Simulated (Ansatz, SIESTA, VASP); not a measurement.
## One calculation of CdTe, 4 ways

The starting cell:

```
CELL_PARAMETERS angstrom
0.00000 3.20500 3.20500
3.20500 0.00000 3.20500
3.20500 3.20500 0.00000
ATOMIC_POSITIONS crystal
Te 0.75000 0.75000 0.75000
Cd 0.00000 0.00000 0.00000
```

Alike in all runs: task relaxation of cell and atoms; functional PBE; k mesh 7 × 7 × 7; occupations fermi-dirac, width 0.05 eV; no spin polarisation; no spin-orbit coupling.

```tsv
program and potentials	plane-wave cutoff (eV)	notes	equilibrium volume (Å³/atom)
Ansatz, Ansatz PAW	420	18 valence electrons an atom on average	36.22
SIESTA, files PseudoDojo sr-pbe-0.4.1-standard, SZP (energy shift 0.002 Ry)	-	atomic basis; 18 valence electrons an atom on average	37.16
Ansatz, all-electron LAPW, scalar-relativistic	-	-	36.22
VASP, PBE PAW files Cd, Te, 600 eV	600	9 valence electrons an atom on average	36.31
```

The equilibrium volume spans 36.22 (Ansatz, all-electron LAPW, scalar-relativistic) to 37.16 Å³/atom (SIESTA, files PseudoDojo sr-pbe-0.4.1-standard, SZP (energy shift 0.002 Ry)), with all-electron results at 36.22. Relaxations stop with a little pressure left, so the last digit of a volume isn't settled. Rows in atomic bases carry the error of their basis and grid, which can be large.

Differences between rows come from potentials, basis sets and numerical settings, since the functional is the same but for its coding. Runs on potential files found faulty are left out.

The PAW and all-electron volumes coincide at 36.22 Å³/atom, and the VASP value of 36.31 lies close by even though its potentials leave far fewer electrons in the valence. Deeper semicore shells therefore seem to matter little for the equilibrium volume, which is set mainly by the polar covalent bonds between Cd 5s and 5p and Te 5p states. The SZP result of 37.16 stands apart, probably because a single radial function per valence orbital, even with polarisation functions added, cannot adapt fully to the bond and so underbinds the crystal.

Agreement with the all-electron reference speaks for the numerics, not for the functional. All four volumes exceed the measured one for zinc-blende CdTe, as expected of PBE, whose gradient correction tends to weaken bonding too much in semiconductors with heavy atoms. The shared expansion is thus mostly a property of the functional, and a better basis or potential would not remove it. Close agreement in volume also doesn't establish equal accuracy for the bulk modulus or the band gap.
